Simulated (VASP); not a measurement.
Write the native input for VASP 6.6.1 that does the following.

- Task: band structure
- Functional: LDA
- Potentials or basis: VASP PAW LDA potentials, release 64 (Ge_d)
- Cutoff: 520 eV
- k mesh: 8 × 8 × 4
- Occupations: gaussian, width 0.02 eV
- Spin: no spin polarisation
- Ladder: gaps
- Further INCAR settings: ALGO = Normal; EDIFF = 1e-07; NBANDS = 36

Crystal: Ge.

```
Ge
1.0
     3.99759    0.00000    0.00000
    -1.99879    3.46201    0.00000
     0.00000    0.00000    6.59938
Ge
4
Direct
  0.33333 0.66667 0.93710
  0.66667 0.33333 0.43710
  0.33333 0.66667 0.56290
  0.66667 0.33333 0.06290
```

This isn't the form of Ge at room conditions, which is diamond.

These files were run (other wordings do the same):

POSCAR

```
Ge
1.0
    3.9975858431      0.0000000000      0.0000000000
   -1.9987929216      3.4620108940      0.0000000000
    0.0000000000      0.0000000000      6.5993779500
Ge
4
Direct
    0.3333333333      0.6666666667      0.9370987500
    0.6666666667      0.3333333333      0.4370987500
    0.3333333333      0.6666666667      0.5629012500
    0.6666666667      0.3333333333      0.0629012500
```

INCAR.step1

```
ALGO     = Normal         # electronic algorithm
EDIFF    = 1E-7           # SCF threshold, eV
ENCUT    = 520            # plane-wave cutoff, eV
ISIF     = 2              # what is computed and relaxed
ISMEAR   = 0              # smearing method
LASPH    = True           # aspherical terms in the spheres
LCHARG   = True           # write CHGCAR
LREAL    = False          # projectors in reciprocal space
LWAVE    = False          # write WAVECAR
NBANDS   = 36             # bands
NELM     = 60             # most SCF steps
PREC     = Accurate       # precision mode
SIGMA    = 0.02           # smearing width, eV
```

KPOINTS.step1

```
k-points
0
Gamma
  8 8 4
```

INCAR.step2

```
ALGO     = Normal         # electronic algorithm
EDIFF    = 1E-7           # SCF threshold, eV
ENCUT    = 520            # plane-wave cutoff, eV
ICHARG   = 11             # starting density
ISIF     = 2              # what is computed and relaxed
ISMEAR   = 0              # smearing method
LASPH    = True           # aspherical terms in the spheres
LCHARG   = False          # write CHGCAR
LREAL    = False          # projectors in reciprocal space
LWAVE    = False          # write WAVECAR
NBANDS   = 36             # bands
NELM     = 60             # most SCF steps
PREC     = Accurate       # precision mode
SIGMA    = 0.05           # smearing width, eV
```

KPOINTS.step2

```
path GMKGALHA,LM,KH
10
line-mode
reciprocal
 0.0000000000  0.0000000000  0.0000000000  G
 0.5000000000  0.0000000000  0.0000000000  M

 0.5000000000  0.0000000000  0.0000000000  M
 0.3333333333  0.3333333333  0.0000000000  K

 0.3333333333  0.3333333333  0.0000000000  K
 0.0000000000  0.0000000000  0.0000000000  G

 0.0000000000  0.0000000000  0.0000000000  G
 0.0000000000  0.0000000000  0.5000000000  A

 0.0000000000  0.0000000000  0.5000000000  A
 0.5000000000  0.0000000000  0.5000000000  L

 0.5000000000  0.0000000000  0.5000000000  L
 0.3333333333  0.3333333333  0.5000000000  H

 0.3333333333  0.3333333333  0.5000000000  H
 0.0000000000  0.0000000000  0.5000000000  A

 0.5000000000  0.0000000000  0.5000000000  L
 0.5000000000  0.0000000000  0.0000000000  M

 0.3333333333  0.3333333333  0.0000000000  K
 0.3333333333  0.3333333333  0.5000000000  H
```

Potentials or basis: VASP PAW LDA potentials, release 64 (Ge_d).

Launch:

```sh
$ cat potpaw_LDA.64/Ge_d/POTCAR > POTCAR
$ cp INCAR.step1 INCAR
$ cp KPOINTS.step1 KPOINTS
$ mpirun -np 1 vasp_std > vasp.out
$ cp INCAR.step2 INCAR
$ cp KPOINTS.step2 KPOINTS
$ mpirun -np 1 vasp_std > vasp.out
```

Results of the run:

```json
{
 "Band gap on the k mesh": "0.17 eV, indirect (least direct gap 0.25 eV)"
}
```

Caveat: the log is that of the step along the path at fixed density, whose energy, stress, charges and moments have no meaning.

Run time: 2.4 min on 1 thread of Intel(R) Xeon(R) Platinum 8559C (Emerald Rapids), with other jobs on the host, peak memory 0.3 GiB.
